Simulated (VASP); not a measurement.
**Si: band structure with vdW-DF**

The system is Si.

```xyz
1
Lattice="2.6205 0.0000 0.0000 -1.3103 2.2695 0.0000 0.0000 0.0000 2.4664" Properties=species:S:1:pos:R:3 pbc="T T T"
Si    0.0000    0.0000    0.0000
```

This isn't the form of Si at room conditions, which is diamond.

* Program: VASP 6.6.1
* Task: band structure
* Functional: vdW-DF
* Potentials or basis: VASP PAW PBE potentials, release 64 (Si)
* Cutoff: 520 eV
* k mesh: 12 × 12 × 11
* Occupations: gaussian, width 0.01 eV
* Spin: no spin polarisation
* Monkhorst-Pack mesh: yes
* Further INCAR settings: LREAL = Auto; ALGO = Normal; EDIFF = 1.00e-07; NBANDS = 8; ISYM = 0; BMIX = 3.000000

```yaml
Band_gap_along_the_path: none (metal or under the smearing width)
```

Levels at the corners of the path, in eV from the Fermi level:
```tsv
point	band 1	band 2	band 3	band 4	band 5	band 6
Γ	-14.06	7.46	8.05	10.34	10.34	12.35
M	-7.62	-6.70	5.18	6.57	12.87	15.28
K	-5.76	-4.47	-4.47	13.86	15.40	17.43
Γ	-14.06	7.46	8.05	10.34	10.34	12.35
A	-9.25	-7.07	13.93	13.93	15.02	15.02
L	-2.94	-2.11	-1.92	1.79	8.78	12.43
H	-1.08	-0.79	-0.79	0.99	4.12	4.12
A	-9.25	-7.07	13.93	13.93	15.02	15.02
L	-2.94	-2.11	-1.92	1.79	8.78	12.43
M	-7.62	-6.70	5.18	6.57	12.87	15.28
K	-5.76	-4.47	-4.47	13.86	15.40	17.43
H	-1.08	-0.79	-0.79	0.99	4.12	4.12
```

Wall time 37 s on 1 thread of Intel(R) Xeon(R) Platinum 8488C (Sapphire Rapids), on a shared host, peak memory 0.21 GiB.

Caveat: the log is that of the step along the path at fixed density, whose energy, stress, charges and moments have no meaning.
